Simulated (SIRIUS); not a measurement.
# Rh (Fm-3m) in SIRIUS: convergence with gk cutoff, part 2 of 2

SIRIUS 7.12.0. Earlier steps stand in the parts before.

## 4. With gk cutoff 2.65 1/bohr

File sirius.json:

```json
{
  "control": {
    "processing_unit": "cpu",
    "std_evp_solver_name": "lapack",
    "gen_evp_solver_name": "lapack",
    "verbosity": 2,
    "print_forces": true,
    "ortho_rf": true,
    "use_second_variation": true,
    "rmt_max": 3.0,
    "num_bands_to_print": 17,
    "save_wf": true
  },
  "parameters": {
    "electronic_structure_method": "full_potential_lapwlo",
    "xc_functionals": ["XC_LDA_X", "XC_LDA_C_PW"],
    "core_relativity": "dirac",
    "valence_relativity": "iora",
    "num_fv_states": 17,
    "smearing": "fermi_dirac",
    "smearing_width": 0.0018374661,
    "pw_cutoff": 20,
    "gk_cutoff": 2.65,
    "lmax_apw": 10,
    "lmax_rho": 8,
    "lmax_pot": 8,
    "num_mag_dims": 0,
    "auto_rmt": 0,
    "ngridk": [12, 12, 12],
    "shiftk": [0, 0, 0],
    "num_dft_iter": 80,
    "energy_tol": 1e-07,
    "density_tol": 1e-05,
    "use_symmetry": true
  },
  "settings": {"tol_ne": 1e-10},
  "iterative_solver": {"type": "exact"},
  "mixer": {"type": "anderson", "beta": 0.5, "max_history": 8},
  "unit_cell": {
    "lattice_vectors": [[0.0, 3.5864167256, 3.5864167256], [3.5864167256, 0.0, 3.5864167256], [3.5864167256, 3.5864167256, 0.0]],
    "atom_types": ["Rh"],
    "atom_files": {"Rh": "Rh.json"},
    "atoms": {"Rh": [[0.0, 0.0, 0.0]]}
  }
}
```

File Rh.json:

```json
{
  "name": "rhodium",
  "symbol": "Rh",
  "number": 45,
  "mass": 102.9055,
  "rmin": 1e-06,
  "rmt": 2.49,
  "nrmt": 800,
  "rinf": 15.89,
  "core": "1s2s2p3s3p3d",
  "valence": [
    {"basis": [{"enu": 0.16, "dme": 0, "n": 0, "auto": 0}, {"enu": 0.16, "dme": 1, "n": 0, "auto": 0}]},
    {"l": 0, "n": 1, "basis": [{"enu": 0.26, "dme": 0, "n": 0, "auto": 0}]},
    {"l": 1, "n": 2, "basis": [{"enu": 0.26, "dme": 0, "n": 0, "auto": 0}]},
    {"l": 2, "n": 3, "basis": [{"enu": 0.26, "dme": 0, "n": 0, "auto": 0}]},
    {"l": 3, "n": 4, "basis": [{"enu": 0.26, "dme": 0, "n": 0, "auto": 0}]}
  ],
  "lo": [
    {"l": 0, "basis": [{"enu": 0.26, "dme": 0, "n": 0, "auto": 0}, {"enu": 0.26, "dme": 1, "n": 0, "auto": 0}]},
    {
      "l": 0,
      "basis": [{"enu": -2.5964, "dme": 0, "n": 4, "auto": 1}, {"enu": -2.5964, "dme": 1, "n": 4, "auto": 1}]
    },
    {
      "l": 0,
      "basis": [{"enu": -2.5964, "dme": 1, "n": 4, "auto": 1}, {"enu": 0.26, "dme": 0, "n": 0, "auto": 0}]
    },
    {"l": 0, "basis": [{"enu": 0.26, "dme": 0, "n": 0, "auto": 0}, {"enu": 2.8406, "dme": 0, "n": 0, "auto": 0}]},
    {"l": 1, "basis": [{"enu": 0.26, "dme": 0, "n": 0, "auto": 0}, {"enu": 0.26, "dme": 1, "n": 0, "auto": 0}]},
    {
      "l": 1,
      "basis": [{"enu": -1.4262, "dme": 0, "n": 4, "auto": 1}, {"enu": -1.4262, "dme": 1, "n": 4, "auto": 1}]
    },
    {
      "l": 1,
      "basis": [{"enu": -1.4262, "dme": 1, "n": 4, "auto": 1}, {"enu": 0.26, "dme": 0, "n": 0, "auto": 0}]
    },
    {"l": 1, "basis": [{"enu": 0.26, "dme": 0, "n": 0, "auto": 0}, {"enu": 3.2277, "dme": 0, "n": 0, "auto": 0}]},
    {"l": 2, "basis": [{"enu": 0.26, "dme": 0, "n": 0, "auto": 0}, {"enu": 0.26, "dme": 1, "n": 0, "auto": 0}]},
    {"l": 2, "basis": [{"enu": 0.26, "dme": 1, "n": 0, "auto": 0}, {"enu": 0.26, "dme": 2, "n": 0, "auto": 0}]},
    {"l": 2, "basis": [{"enu": 0.26, "dme": 0, "n": 0, "auto": 0}, {"enu": 2.7761, "dme": 0, "n": 0, "auto": 0}]},
    {"l": 3, "basis": [{"enu": 0.26, "dme": 0, "n": 0, "auto": 0}, {"enu": 0.26, "dme": 1, "n": 0, "auto": 0}]},
    {"l": 3, "basis": [{"enu": 0.26, "dme": 0, "n": 0, "auto": 0}, {"enu": 3.0664, "dme": 0, "n": 0, "auto": 0}]}
  ],
  "free_atom": [... radial grid and density of the free atom, the start of the SCF ...]
}
```

File sirius_start.json:

```json
{
  "control": {
    "processing_unit": "cpu",
    "std_evp_solver_name": "lapack",
    "gen_evp_solver_name": "lapack",
    "verbosity": 1,
    "print_forces": false,
    "ortho_rf": true,
    "use_second_variation": true,
    "rmt_max": 3.0,
    "num_bands_to_print": 17,
    "save_wf": false
  },
  "parameters": {
    "electronic_structure_method": "full_potential_lapwlo",
    "xc_functionals": ["XC_LDA_X", "XC_LDA_C_PW"],
    "core_relativity": "dirac",
    "valence_relativity": "iora",
    "num_fv_states": 17,
    "smearing": "fermi_dirac",
    "smearing_width": 0.0055123983,
    "pw_cutoff": 20,
    "gk_cutoff": 2.12,
    "lmax_apw": 10,
    "lmax_rho": 8,
    "lmax_pot": 8,
    "num_mag_dims": 0,
    "auto_rmt": 0,
    "ngridk": [5, 5, 5],
    "shiftk": [0, 0, 0],
    "num_dft_iter": 30,
    "energy_tol": 0.01,
    "density_tol": 0.05,
    "use_symmetry": true
  },
  "settings": {"tol_ne": 1e-10},
  "iterative_solver": {"type": "exact"},
  "mixer": {"type": "anderson", "beta": 0.5, "max_history": 8},
  "unit_cell": {
    "lattice_vectors": [[0.0, 3.5864167256, 3.5864167256], [3.5864167256, 0.0, 3.5864167256], [3.5864167256, 3.5864167256, 0.0]],
    "atom_types": ["Rh"],
    "atom_files": {"Rh": "Rh.json"},
    "atoms": {"Rh": [[0.0, 0.0, 0.0]]}
  }
}
```

On the command line:

```console
OMP_NUM_THREADS=1 sirius.scf --input=sirius_start.json --output=start.json
OMP_NUM_THREADS=1 sirius.scf --input=sirius.json --output=output.json --task=1
```

Run time: 21 s. Hardware: 1 thread of Arm Neoverse V1, shared host; peak memory 0.26 GiB.

What came out:

- Free energy: -130089.1241 eV
- Band gap on the k mesh: none (metal or under the smearing width)
- All electrons inside the program's atomic spheres: Rh 43.86 (radii Rh 2.49 bohr)

## 5. With gk cutoff 3 1/bohr

sirius.json: that of step 4 with these lines changed.

```diff
@@ -22,3 +22,3 @@
     "pw_cutoff": 20,
-    "gk_cutoff": 2.65,
+    "gk_cutoff": 3.0,
     "lmax_apw": 10,
```

File Rh.json:

```json
{
  "name": "rhodium",
  "symbol": "Rh",
  "number": 45,
  "mass": 102.9055,
  "rmin": 1e-06,
  "rmt": 2.49,
  "nrmt": 800,
  "rinf": 15.89,
  "core": "1s2s2p3s3p3d",
  "valence": [
    {"basis": [{"enu": 0.17, "dme": 0, "n": 0, "auto": 0}, {"enu": 0.17, "dme": 1, "n": 0, "auto": 0}]},
    {"l": 0, "n": 1, "basis": [{"enu": 0.27, "dme": 0, "n": 0, "auto": 0}]},
    {"l": 1, "n": 2, "basis": [{"enu": 0.27, "dme": 0, "n": 0, "auto": 0}]},
    {"l": 2, "n": 3, "basis": [{"enu": 0.27, "dme": 0, "n": 0, "auto": 0}]},
    {"l": 3, "n": 4, "basis": [{"enu": 0.27, "dme": 0, "n": 0, "auto": 0}]}
  ],
  "lo": [
    {"l": 0, "basis": [{"enu": 0.27, "dme": 0, "n": 0, "auto": 0}, {"enu": 0.27, "dme": 1, "n": 0, "auto": 0}]},
    {
      "l": 0,
      "basis": [{"enu": -2.5864, "dme": 0, "n": 4, "auto": 1}, {"enu": -2.5864, "dme": 1, "n": 4, "auto": 1}]
    },
    {
      "l": 0,
      "basis": [{"enu": -2.5864, "dme": 1, "n": 4, "auto": 1}, {"enu": 0.27, "dme": 0, "n": 0, "auto": 0}]
    },
    {"l": 0, "basis": [{"enu": 0.27, "dme": 0, "n": 0, "auto": 0}, {"enu": 2.8506, "dme": 0, "n": 0, "auto": 0}]},
    {"l": 1, "basis": [{"enu": 0.27, "dme": 0, "n": 0, "auto": 0}, {"enu": 0.27, "dme": 1, "n": 0, "auto": 0}]},
    {
      "l": 1,
      "basis": [{"enu": -1.4162, "dme": 0, "n": 4, "auto": 1}, {"enu": -1.4162, "dme": 1, "n": 4, "auto": 1}]
    },
    {
      "l": 1,
      "basis": [{"enu": -1.4162, "dme": 1, "n": 4, "auto": 1}, {"enu": 0.27, "dme": 0, "n": 0, "auto": 0}]
    },
    {"l": 1, "basis": [{"enu": 0.27, "dme": 0, "n": 0, "auto": 0}, {"enu": 3.2377, "dme": 0, "n": 0, "auto": 0}]},
    {"l": 2, "basis": [{"enu": 0.27, "dme": 0, "n": 0, "auto": 0}, {"enu": 0.27, "dme": 1, "n": 0, "auto": 0}]},
    {"l": 2, "basis": [{"enu": 0.27, "dme": 1, "n": 0, "auto": 0}, {"enu": 0.27, "dme": 2, "n": 0, "auto": 0}]},
    {"l": 2, "basis": [{"enu": 0.27, "dme": 0, "n": 0, "auto": 0}, {"enu": 2.7861, "dme": 0, "n": 0, "auto": 0}]},
    {"l": 3, "basis": [{"enu": 0.27, "dme": 0, "n": 0, "auto": 0}, {"enu": 0.27, "dme": 1, "n": 0, "auto": 0}]},
    {"l": 3, "basis": [{"enu": 0.27, "dme": 0, "n": 0, "auto": 0}, {"enu": 3.0764, "dme": 0, "n": 0, "auto": 0}]}
  ],
  "free_atom": [... radial grid and density of the free atom, the start of the SCF ...]
}
```

sirius_start.json: that of step 4 with these lines changed.

```diff
@@ -22,3 +22,3 @@
     "pw_cutoff": 20,
-    "gk_cutoff": 2.12,
+    "gk_cutoff": 2.4,
     "lmax_apw": 10,
```

On the command line:

```console
OMP_NUM_THREADS=1 sirius.scf --input=sirius_start.json --output=start.json
OMP_NUM_THREADS=1 sirius.scf --input=sirius.json --output=output.json --task=1
```

Wall time 22 s (1 thread of Arm Neoverse V1, shared host); peak memory 0.27 GiB.

What came out:

| Quantity | Value |
| --- | --- |
| Free energy | -130089.5247 eV |
| Band gap on the k mesh | none (metal or under the smearing width) |
| All electrons inside the program's atomic spheres | Rh 43.88 (radii Rh 2.49 bohr) |

## 6. With gk cutoff 3.36 1/bohr

sirius.json: that of step 5 with these lines changed.

```diff
@@ -22,3 +22,3 @@
     "pw_cutoff": 20,
-    "gk_cutoff": 3.0,
+    "gk_cutoff": 3.36,
     "lmax_apw": 10,
```

File Rh.json:

```json
{
  "name": "rhodium",
  "symbol": "Rh",
  "number": 45,
  "mass": 102.9055,
  "rmin": 1e-06,
  "rmt": 2.49,
  "nrmt": 800,
  "rinf": 15.89,
  "core": "1s2s2p3s3p3d",
  "valence": [
    {"basis": [{"enu": 0.18, "dme": 0, "n": 0, "auto": 0}, {"enu": 0.18, "dme": 1, "n": 0, "auto": 0}]},
    {"l": 0, "n": 1, "basis": [{"enu": 0.28, "dme": 0, "n": 0, "auto": 0}]},
    {"l": 1, "n": 2, "basis": [{"enu": 0.28, "dme": 0, "n": 0, "auto": 0}]},
    {"l": 2, "n": 3, "basis": [{"enu": 0.28, "dme": 0, "n": 0, "auto": 0}]},
    {"l": 3, "n": 4, "basis": [{"enu": 0.28, "dme": 0, "n": 0, "auto": 0}]}
  ],
  "lo": [
    {"l": 0, "basis": [{"enu": 0.28, "dme": 0, "n": 0, "auto": 0}, {"enu": 0.28, "dme": 1, "n": 0, "auto": 0}]},
    {
      "l": 0,
      "basis": [{"enu": -2.5764, "dme": 0, "n": 4, "auto": 1}, {"enu": -2.5764, "dme": 1, "n": 4, "auto": 1}]
    },
    {
      "l": 0,
      "basis": [{"enu": -2.5764, "dme": 1, "n": 4, "auto": 1}, {"enu": 0.28, "dme": 0, "n": 0, "auto": 0}]
    },
    {"l": 0, "basis": [{"enu": 0.28, "dme": 0, "n": 0, "auto": 0}, {"enu": 2.8606, "dme": 0, "n": 0, "auto": 0}]},
    {"l": 1, "basis": [{"enu": 0.28, "dme": 0, "n": 0, "auto": 0}, {"enu": 0.28, "dme": 1, "n": 0, "auto": 0}]},
    {
      "l": 1,
      "basis": [{"enu": -1.4062, "dme": 0, "n": 4, "auto": 1}, {"enu": -1.4062, "dme": 1, "n": 4, "auto": 1}]
    },
    {
      "l": 1,
      "basis": [{"enu": -1.4062, "dme": 1, "n": 4, "auto": 1}, {"enu": 0.28, "dme": 0, "n": 0, "auto": 0}]
    },
    {"l": 1, "basis": [{"enu": 0.28, "dme": 0, "n": 0, "auto": 0}, {"enu": 3.2477, "dme": 0, "n": 0, "auto": 0}]},
    {"l": 2, "basis": [{"enu": 0.28, "dme": 0, "n": 0, "auto": 0}, {"enu": 0.28, "dme": 1, "n": 0, "auto": 0}]},
    {"l": 2, "basis": [{"enu": 0.28, "dme": 1, "n": 0, "auto": 0}, {"enu": 0.28, "dme": 2, "n": 0, "auto": 0}]},
    {"l": 2, "basis": [{"enu": 0.28, "dme": 0, "n": 0, "auto": 0}, {"enu": 2.7961, "dme": 0, "n": 0, "auto": 0}]},
    {"l": 3, "basis": [{"enu": 0.28, "dme": 0, "n": 0, "auto": 0}, {"enu": 0.28, "dme": 1, "n": 0, "auto": 0}]},
    {"l": 3, "basis": [{"enu": 0.28, "dme": 0, "n": 0, "auto": 0}, {"enu": 3.0864, "dme": 0, "n": 0, "auto": 0}]}
  ],
  "free_atom": [... radial grid and density of the free atom, the start of the SCF ...]
}
```

sirius_start.json: that of step 5 with these lines changed.

```diff
@@ -22,3 +22,3 @@
     "pw_cutoff": 20,
-    "gk_cutoff": 2.4,
+    "gk_cutoff": 2.69,
     "lmax_apw": 10,
```

Potentials or basis: all-electron FP-LAPW, apw+lo standard.

On the command line:

```console
OMP_NUM_THREADS=1 sirius.scf --input=sirius_start.json --output=start.json
OMP_NUM_THREADS=1 sirius.scf --input=sirius.json --output=output.json --task=1
```

Wall time 21 s (1 thread of Arm Neoverse V1, shared host); peak memory 0.28 GiB.

What came out:

```yaml
Free_energy: -130089.6462 eV
Band_gap_on_the_k_mesh: none (metal or under the smearing width)
All_electrons_inside_the_program's_atomic_spheres: Rh 43.88 (radii Rh 2.49 bohr)
```

## 7. With gk cutoff 3.71 1/bohr

sirius.json: that of step 6 with these lines changed.

```diff
@@ -22,4 +22,4 @@
     "pw_cutoff": 20,
-    "gk_cutoff": 3.36,
-    "lmax_apw": 10,
+    "gk_cutoff": 3.71,
+    "lmax_apw": 11,
     "lmax_rho": 8,
```

File Rh.json:

```json
{
  "name": "rhodium",
  "symbol": "Rh",
  "number": 45,
  "mass": 102.9055,
  "rmin": 1e-06,
  "rmt": 2.49,
  "nrmt": 800,
  "rinf": 15.89,
  "core": "1s2s2p3s3p3d",
  "valence": [
    {"basis": [{"enu": 0.19, "dme": 0, "n": 0, "auto": 0}, {"enu": 0.19, "dme": 1, "n": 0, "auto": 0}]},
    {"l": 0, "n": 1, "basis": [{"enu": 0.29, "dme": 0, "n": 0, "auto": 0}]},
    {"l": 1, "n": 2, "basis": [{"enu": 0.29, "dme": 0, "n": 0, "auto": 0}]},
    {"l": 2, "n": 3, "basis": [{"enu": 0.29, "dme": 0, "n": 0, "auto": 0}]},
    {"l": 3, "n": 4, "basis": [{"enu": 0.29, "dme": 0, "n": 0, "auto": 0}]}
  ],
  "lo": [
    {"l": 0, "basis": [{"enu": 0.29, "dme": 0, "n": 0, "auto": 0}, {"enu": 0.29, "dme": 1, "n": 0, "auto": 0}]},
    {
      "l": 0,
      "basis": [{"enu": -2.5664, "dme": 0, "n": 4, "auto": 1}, {"enu": -2.5664, "dme": 1, "n": 4, "auto": 1}]
    },
    {
      "l": 0,
      "basis": [{"enu": -2.5664, "dme": 1, "n": 4, "auto": 1}, {"enu": 0.29, "dme": 0, "n": 0, "auto": 0}]
    },
    {"l": 0, "basis": [{"enu": 0.29, "dme": 0, "n": 0, "auto": 0}, {"enu": 2.8706, "dme": 0, "n": 0, "auto": 0}]},
    {"l": 1, "basis": [{"enu": 0.29, "dme": 0, "n": 0, "auto": 0}, {"enu": 0.29, "dme": 1, "n": 0, "auto": 0}]},
    {
      "l": 1,
      "basis": [{"enu": -1.3962, "dme": 0, "n": 4, "auto": 1}, {"enu": -1.3962, "dme": 1, "n": 4, "auto": 1}]
    },
    {
      "l": 1,
      "basis": [{"enu": -1.3962, "dme": 1, "n": 4, "auto": 1}, {"enu": 0.29, "dme": 0, "n": 0, "auto": 0}]
    },
    {"l": 1, "basis": [{"enu": 0.29, "dme": 0, "n": 0, "auto": 0}, {"enu": 3.2577, "dme": 0, "n": 0, "auto": 0}]},
    {"l": 2, "basis": [{"enu": 0.29, "dme": 0, "n": 0, "auto": 0}, {"enu": 0.29, "dme": 1, "n": 0, "auto": 0}]},
    {"l": 2, "basis": [{"enu": 0.29, "dme": 1, "n": 0, "auto": 0}, {"enu": 0.29, "dme": 2, "n": 0, "auto": 0}]},
    {"l": 2, "basis": [{"enu": 0.29, "dme": 0, "n": 0, "auto": 0}, {"enu": 2.8061, "dme": 0, "n": 0, "auto": 0}]},
    {"l": 3, "basis": [{"enu": 0.29, "dme": 0, "n": 0, "auto": 0}, {"enu": 0.29, "dme": 1, "n": 0, "auto": 0}]},
    {"l": 3, "basis": [{"enu": 0.29, "dme": 0, "n": 0, "auto": 0}, {"enu": 3.0964, "dme": 0, "n": 0, "auto": 0}]}
  ],
  "free_atom": [... radial grid and density of the free atom, the start of the SCF ...]
}
```

sirius_start.json: that of step 6 with these lines changed.

```diff
@@ -22,4 +22,4 @@
     "pw_cutoff": 20,
-    "gk_cutoff": 2.69,
-    "lmax_apw": 10,
+    "gk_cutoff": 2.83,
+    "lmax_apw": 11,
     "lmax_rho": 8,
```

On the command line:

```console
OMP_NUM_THREADS=1 sirius.scf --input=sirius_start.json --output=start.json
OMP_NUM_THREADS=1 sirius.scf --input=sirius.json --output=output.json --task=1
```

It took 24 s on 1 thread of Arm Neoverse V1, shared host; peak memory 0.32 GiB.

Results (log left out):

| Quantity | Value |
| --- | --- |
| Free energy | -130089.6732 eV |
| Band gap on the k mesh | none (metal or under the smearing width) |
| All electrons inside the program's atomic spheres | Rh 43.89 (radii Rh 2.49 bohr) |

## 8. With gk cutoff 4.06 1/bohr

sirius.json: that of step 7 with these lines changed.

```diff
@@ -21,5 +21,5 @@
     "smearing_width": 0.0018374661,
-    "pw_cutoff": 20,
-    "gk_cutoff": 3.71,
-    "lmax_apw": 11,
+    "pw_cutoff": 21,
+    "gk_cutoff": 4.06,
+    "lmax_apw": 12,
     "lmax_rho": 8,
```

Rh.json is that of step 7.

sirius_start.json: that of step 7 with these lines changed.

```diff
@@ -21,5 +21,5 @@
     "smearing_width": 0.0055123983,
-    "pw_cutoff": 20,
+    "pw_cutoff": 21,
     "gk_cutoff": 2.83,
-    "lmax_apw": 11,
+    "lmax_apw": 12,
     "lmax_rho": 8,
```

On the command line:

```console
OMP_NUM_THREADS=1 sirius.scf --input=sirius_start.json --output=start.json
OMP_NUM_THREADS=1 sirius.scf --input=sirius.json --output=output.json --task=1
```

It took 28 s on 1 thread of Arm Neoverse V1, shared host; peak memory 0.37 GiB.

It converged, with:

```yaml
Free_energy: -130089.6804 eV
Band_gap_on_the_k_mesh: none (metal or under the smearing width)
All_electrons_inside_the_program's_atomic_spheres: Rh 43.89 (radii Rh 2.49 bohr)
```

## 9. The series at a glance

```csv
gk cutoff,"energy less the tightest run, at zero smearing (meV/atom)",SCF cycles,CPU time (s),peak memory (GiB)
1.94 1/bohr,4147.89,7,20,0.25
2.3 1/bohr,1669.86,7,21,0.26
2.65 1/bohr,556.44,7,21,0.26
3 1/bohr,155.74,7,22,0.27
3.36 1/bohr,34.27,6,21,0.28
3.71 1/bohr,7.26,6,24,0.32
4.06 1/bohr,0.00,6,28,0.37
```

Not settled before the last step: the energy (to 1 meV/atom). The tightest run that finished is the yardstick and may itself not be fully converged.
